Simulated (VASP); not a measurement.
Here is a VASP 6.6.1 calculation.

Contents of INCAR:

```
ALGO     = Normal         # electronic algorithm
EDIFF    = 1E-8           # SCF threshold, eV
ENCUT    = 520            # plane-wave cutoff, eV
GGA      = PE             # functional
ISIF     = 2              # what is computed and relaxed
ISMEAR   = 0              # smearing method
LASPH    = True           # aspherical terms in the spheres
LCHARG   = False          # write CHGCAR
LEPSILON = True           # dielectric tensor by DFPT
LREAL    = False          # projectors in reciprocal space
LWAVE    = False          # write WAVECAR
NELM     = 80             # most SCF steps
PREC     = Accurate       # precision mode
SIGMA    = 0.03           # smearing width, eV
```

KPOINTS

```
k-points
0
Monkhorst-Pack
  14 14 14
```

File POSCAR:

```
GaAs                                    
1.0
    0.0000000000      2.8313993253      2.8313993253
    2.8313993253      0.0000000000      2.8313993253
    2.8313993253      2.8313993253      0.0000000000
  Ga              As            
     1     1
Direct
     0.0000000000000000    0.0000000000000000    0.0000000000000000
     0.2500000000000000    0.2500000000000000    0.2500000000000000
```

Potentials or basis: VASP PAW PBE potentials, release 64 (Ga_d, As).

The run is started by

```sh
$ cat potpaw_PBE.64/Ga_d/POTCAR potpaw_PBE.64/As/POTCAR > POTCAR
$ mpirun -np 1 vasp_std > vasp.out
```

Problem. Predict the electronic dielectric tensor (diagonal).

Solution. 13.69.

Problem. Predict the Born charges (mean of the diagonal).

Solution. Ga +2.12; As -2.12 e.

Born effective charge tensors (e):
atom 1, Ga
```
2.12 0.00 0.00
0.00 2.12 0.00
0.00 0.00 2.12
```
atom 2, As
```
-2.12  0.00  0.00
 0.00 -2.12  0.00
 0.00  0.00 -2.12
```

**Experimental background.**

From a printed reference work, textbook, for a bulk crystal of GaAs at 300 K: high-frequency dielectric constant 10.89.

Measured high-frequency dielectric constant of GaAs: 10.89 (300 K; a printed reference work, textbook). This calculation gives 13.69 (+25.8 %).
